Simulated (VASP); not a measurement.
# C (Fd-3m) in VASP: further runs, part 2 of 2

VASP 6.6.1. Earlier steps stand in the parts before.

## (4) Single point, HSE06

The input, POSCAR:

```
C
1.0
    0.0000000000      1.7833700000      1.7833700000
    1.7833700000      0.0000000000      1.7833700000
    1.7833700000      1.7833700000      0.0000000000
C
2
Direct
    0.7500000000      0.7500000000      0.7500000000
    0.5000000000      0.5000000000      0.5000000000
```

The input, INCAR.step1:

```
PREC     = Accurate       # precision mode
ENCUT    = 250            # plane-wave cutoff, eV
EDIFF    = 1E-5           # SCF threshold, eV
ISMEAR   = 0              # smearing method
SIGMA    = 0.01           # smearing width, eV
LREAL    = False          # projectors in reciprocal space
LASPH    = True           # aspherical terms in the spheres
NELM     = 100            # most SCF steps
ALGO     = Normal         # electronic algorithm
ISIF     = 2              # what is computed and relaxed
LWAVE    = True           # write WAVECAR
LCHARG   = False          # write CHGCAR
NKRED    = 1            
NBANDS   = 12             # bands
GGA      = PE             # functional
```

The input, INCAR.step2:

```
PREC     = Accurate       # precision mode
ENCUT    = 250            # plane-wave cutoff, eV
EDIFF    = 1E-6           # SCF threshold, eV
ISMEAR   = 0              # smearing method
SIGMA    = 0.01           # smearing width, eV
LREAL    = False          # projectors in reciprocal space
LASPH    = True           # aspherical terms in the spheres
NELM     = 100            # most SCF steps
ALGO     = Normal         # electronic algorithm
ISIF     = 2              # what is computed and relaxed
LWAVE    = False          # write WAVECAR
LCHARG   = False          # write CHGCAR
GGA      = PE             # functional
LHFCALC  = True           # exact exchange
HFSCREEN = 0.2            # screening, 1/A
PRECFOCK = Fast         
NKRED    = 1            
NBANDS   = 12             # bands
ISTART   = 1
```

The input, KPOINTS:

```
Automatic mesh
0
Gamma
  5 5 5
```

Potentials or basis: VASP PAW PBE potentials, release 64 (C).

The run is started by

```
> cat potpaw_PBE.64/C/POTCAR > POTCAR
> cp INCAR.step1 INCAR
> mpirun -np 1 vasp_std > vasp.out
> cp INCAR.step2 INCAR
> mpirun -np 1 vasp_std > vasp.out
```

OUTCAR:

```text
PREC = Accurate
   ENCUT = 250
   EDIFF = 1E-6
   ISMEAR = 0
   LREAL = False
   LASPH = True
   NELM = 100
   ISIF = 2
   GGA = PE
   LHFCALC = True
   HFSCREEN = 0.2
   PRECFOCK = Fast
   NKRED = 1
   ISTART = 1

 Found     10 irreducible k-points:

 Following reciprocal coordinates:
            Coordinates               Weight
  0.000000  0.000000  0.000000      1.000000
  0.200000  0.000000  0.000000      8.000000
  0.400000  0.000000  0.000000      8.000000
  0.200000  0.200000  0.000000      6.000000
  0.400000  0.200000  0.000000     24.000000
 -0.400000  0.200000  0.000000     24.000000
   k-points           NKPTS =     10   k-points in BZ     NKDIM =    125   number of bands    NBANDS=     12
   number of dos      NEDOS =    301   number of ions     NIONS =      2
   total plane-waves  NPLWV =   2744
   dimension x,y,z NGX =    14 NGY =   14 NGZ =   14
   dimension x,y,z NGXF=    28 NGYF=   28 NGZF=   28
   ions per type =               2
   NGX,Y,Z   is equivalent  to a cutoff of   9.23,  9.23,  9.23 a.u.
   NGXF,Y,Z  is equivalent  to a cutoff of  18.46, 18.46, 18.46 a.u.
 SYSTEM =  unknown system
   PREC   = accura    normal or accurate (medium, high low for compatibility)
   ISTART =      1    job   : 0-new  1-cont  2-samecut
   ICHARG =      0    charge: 1-file 2-atom 10-const
   ISPIN  =      1    spin polarized calculation?
   LNONCOLLINEAR =      F non collinear calculations
   LSORBIT =      F    spin-orbit coupling
   LASPH  =      T    aspherical Exc in radial PAW
   ENCUT  =  250.0 eV  18.37 Ry    4.29 a.u.   3.25  3.25  3.25*2*pi/ulx,y,z
   NELM   =    100;   NELMIN=  2; NELMDL=  0     # of ELM steps
   EDIFF  = 0.1E-05   stopping-criterion for ELM
   LREAL  =      F    real-space projection
   EDIFFG = 0.1E-04   stopping-criterion for IOM
   NSW    =      0    number of steps for IOM
   IBRION =     -1    ionic relax: 0-MD 1-quasi-New 2-CG
   NFREE  =      0    steps in history (QN), initial steepest desc. (CG)
   ISIF   =      2    stress and relaxation
   ISYM   =      3    0-nonsym 1-usesym 2-fastsym
   POTIM  = 0.5000    time-step for ionic-motion
   TEBEG  =    0.0;   TEEND  =   0.0 temperature during run
   PSTRESS=    0.0 pullay stress
   NELECT =       8.0000    total number of electrons
   NUPDOWN=      -1.0000    fix difference up-down
   EMIN   =  10.00;   EMAX   =-10.00  energy-range for DOS
   EFERMI =   0.00;   METHOD = LEGACY
   ISMEAR =     0;   SIGMA  =   0.01  broadening in eV -4-tet -1-fermi 0-gaus
[... 28 lines left out ...]
 NGX is ok and might be reduce to    14
  NGX = 10; NGY = 10; NGZ = 10

 number of electron       8.0000000 magnetization

 Free energy of the ion-electron system (eV)
  ---------------------------------------------------
  ext. energy  EPLUGINS =         0.00000000
  ---------------------------------------------------
  free energy    TOTEN  =       -21.34128144 eV

  energy without entropy =      -21.34128144  energy(sigma->0) =      -21.34128144

 E-fermi :   9.1521     XC(G=0): -10.8162

 val. band max:        9.0961391336   @ k =   0.0000   0.0000   0.0000
 cond. band min:      14.5121567833   @ k =   0.4000   0.4000   0.0000
 fundamental gap:      5.4160176496
 Fermi energy:         9.1520659016

 k-point     1 :       0.0000    0.0000    0.0000
  band No.  band energies     occupation
      1     -14.5089      2.00000
      2       9.0961      2.00000
      3       9.0961      2.00000
      4       9.0961      2.00000
      5      16.4450      0.00000
      6      16.4450      0.00000
      7      16.4450      0.00000
      8      24.2344      0.00000
      9      29.9470      0.00000
     10      37.4965      0.00000
     11      37.4965      0.00000
     12      38.5273      0.00000
[... 61 lines left out ...]
 k-point     6 :      -0.4000    0.2000    0.0000
  band No.  band energies     occupation
      1      -7.6248      2.00000
      2      -4.2401      2.00000
      3       2.1958      2.00000
      4       5.0158      2.00000
      5      17.9370      0.00000
      6      22.3988      0.00000
      7      23.1766      0.00000
      8      27.1165      0.00000
      9      30.0728      0.00000
     10      35.0428      0.00000
     11      37.2277      0.00000
     12      41.0710      0.00000

 [... further k-points ...]

------------------------ aborting loop because EDIFF is reached ----------------------------------------

  FORCE on cell =-STRESS in cart. coord.  units (eV):
  Direction    XX          YY          ZZ          XY          YZ          ZX
  --------------------------------------------------------------------------------------
  -------------------------------------------------------------------------------------
  Total       -3.7914935     -3.7914935     -3.7914935      0.0000000      0.0000000      0.0000000
  in kB     -535.5087034   -535.5087034   -535.5087034      0.0000000      0.0000000      0.0000000
  external PRESSURE =    -535.5087034 kB  Pullay stress =       0.0000000 kB

 VOLUME and BASIS-vectors are now :
 -----------------------------------------------------------------------------
  energy-cutoff  :      250.00
  volume of cell :       11.34
      direct lattice vectors                 reciprocal lattice vectors
     0.000000000  1.783370000  1.783370000    -0.280368067  0.280368067  0.280368067
     1.783370000  0.000000000  1.783370000     0.280368067 -0.280368067  0.280368067
     1.783370000  1.783370000  0.000000000     0.280368067  0.280368067 -0.280368067

 POSITION                                       TOTAL-FORCE (eV/Angst)
 -----------------------------------------------------------------------------------
      2.67505      2.67505      2.67505         0.000000      0.000000      0.000000
      1.78337      1.78337      1.78337        -0.000000     -0.000000     -0.000000
 -----------------------------------------------------------------------------------
    total drift:                                0.000000      0.000000      0.000000

  FREE ENERGIE OF THE ION-ELECTRON SYSTEM (eV)
  ---------------------------------------------------
  free  energy   TOTEN  =       -21.3412814396 eV

  energy  without entropy=      -21.3412814396  energy(sigma->0) =      -21.34128144
```

OUTCAR.step1:

```text
PREC = Accurate
   ENCUT = 250
   EDIFF = 1E-5
   ISMEAR = 0
   LREAL = False
[... 204 lines left out ...]
      2.67505      2.67505      2.67505         0.000000      0.000000      0.000000
      1.78337      1.78337      1.78337        -0.000000     -0.000000     -0.000000
 -----------------------------------------------------------------------------------
    total drift:                               -0.000000      0.000000     -0.000000

  FREE ENERGIE OF THE ION-ELECTRON SYSTEM (eV)
  ---------------------------------------------------
  free  energy   TOTEN  =       -18.3664654022 eV

  energy  without entropy=      -18.3664654022  energy(sigma->0) =      -18.36646540
```

Wall time 11 s (1 thread of Intel Xeon 6975P-C (Granite Rapids), shared host); peak memory 0.2 GiB.

The run converged, but a check on its numbers failed (symmetry, net force, bounds or a known fault of this set-up), so they aren't taken as properties of the crystal.

Caveat: the k mesh is coarse (spacing up to 0.61 Å⁻¹), so the values aren't converged, least of all with exact exchange; the cutoff lies under the usual one of these potentials, so the numbers hold a large basis-set error; a pressure of tens of GPa on the cell as given is suspect, and the run, the potentials or the cell itself is likely at fault; the PAW data sets were made with another functional, which shifts forces and pressure a little; an odd mesh through Γ misses points on the zone boundary, where band edges often lie.

## (5) The reference run

An earlier run on the cell as given: functional PBE; potentials or basis VASP PAW PBE potentials, release 64 (C); cutoff 520 eV; k mesh 13 × 13 × 13; occupations fermi-dirac, width 0.05 eV; no spin polarisation.

- Pressure: 2.5 GPa
- Band gap on the k mesh: 4.14 eV, indirect (least direct gap 5.59 eV)

## (6) How close it comes

Step 2. The cell as given is a measured one (5.67 Å³/atom); revPBE+D4 puts the equilibrium volume -1.5 % from it, thermal expansion not counted.
